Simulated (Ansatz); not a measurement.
Zinc-blende ZnTe was calculated with PBEsol-D3(BJ) in Ansatz (PAW).

Run with plane-wave cutoff 520 eV, 10×10×10 k mesh, Fermi–Dirac smearing 0.01 eV, scalar-relativistic PAW data made under PBE.

Cell (relaxed at this level):

```
CELL_PARAMETERS angstrom
      0.00000     2.99585     2.99585
      2.99585     0.00000     2.99585
      2.99585     2.99585     0.00000
ATOMIC_POSITIONS crystal
  Zn 0.00000 0.00000 0.00000
  Te 0.25000 0.25000 0.25000
```

Problem. Give the computed bulk modulus, band gap and pressure derivative B′ of the bulk modulus.

Solution. 
bulk modulus: 55.6 GPa
band gap: 1.42 eV
pressure derivative B′ of the bulk modulus: 4.6

Measured, for comparison: band gap 2.43 eV (zero-point renormalisation of 40 meV (experimental, the table's column) added back here, direct; inputs from Miglio et al. (2020), arXiv:2011.12765); bulk modulus 51 ± 3 GPa (room temperature, no zero-point or thermal correction; as tabulated in Determination of phase transition pressures of ZnTe under quasihydrostatic …). Computed (rounded) less measured: bulk modulus +9 %. A static lattice is as a rule a little smaller and stiffer than an uncorrected measurement, which narrows the difference in the bulk modulus and would widen misses of the other sign.

Spin–orbit coupling is not included; with these elements it can move the gap by several tenths of an eV or more.

Computed values are for the static lattice.

Computing time: very roughly 70 core-seconds.

Ansatz is a quantum-chemistry and plane-wave program.
